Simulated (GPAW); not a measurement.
**TePb: single point with PBE**

**Experimental background.**

A printed reference work, monograph reports, for a bulk crystal of TePb at 4.2 K: band gap 0.19 eV (direct).

TePb:

```xyz
2
Lattice="0.0000 3.2310 3.2310 3.2310 0.0000 3.2310 3.2310 3.2310 0.0000" Properties=species:S:1:pos:R:3 pbc="T T T"
Pb    0.0000    0.0000    0.0000
Te    3.2310    3.2310    3.2310
```

```yaml
Program: GPAW 26.7.0
Task: single point
Functional: PBE
Potentials_or_basis: GPAW PAW data sets (gpaw-data 1.2.1)
Cutoff: 450 eV
Basis: pw
k_mesh: 6 × 6 × 6
Occupations: fermi-dirac, width 0.05 eV
Spin: no spin polarisation
Maxiter: 120
Convergence: default
```

The pressure is 1.4 GPa and the band gap on the k mesh is 0.69 eV, direct.

Levels at points of the mesh, in eV from the valence-band top:
```
           k point  band 7  band 8  band 9  band 10  band 11  band 12  band 13  band 14
(0.00, 0.00, 0.00)   -5.56   -1.39   -1.39    -1.39     4.02     4.02     4.02     5.79
(0.50, 0.50, 0.00)   -7.25   -4.54   -2.84    -2.84     3.27     5.42     5.42     6.66
(0.50, 0.50, 0.50)   -8.55   -0.93   -0.93     0.00     0.69     1.22     1.22     8.36
```

It took 12 s on 1 thread of AMD EPYC 7R43 64-Core Processor (Zen 3), on a shared host, peak memory 0.15 GiB.

Measured gap of TePb: 0.19 eV (direct; 4.2 K; a printed reference work, monograph). This calculation gives 0.69 eV (+0.50 eV). Spin-orbit coupling on Pb, Te is left out. The value is that of PBE on a finite k mesh, which can miss the band edges, without temperature or zero-point motion.

Caveat: the cutoff is short for stress and forces, so pressures can be off by a GPa or more; spin-orbit coupling is left out, which as a rule narrows the gap of such compounds by several tenths of an eV.
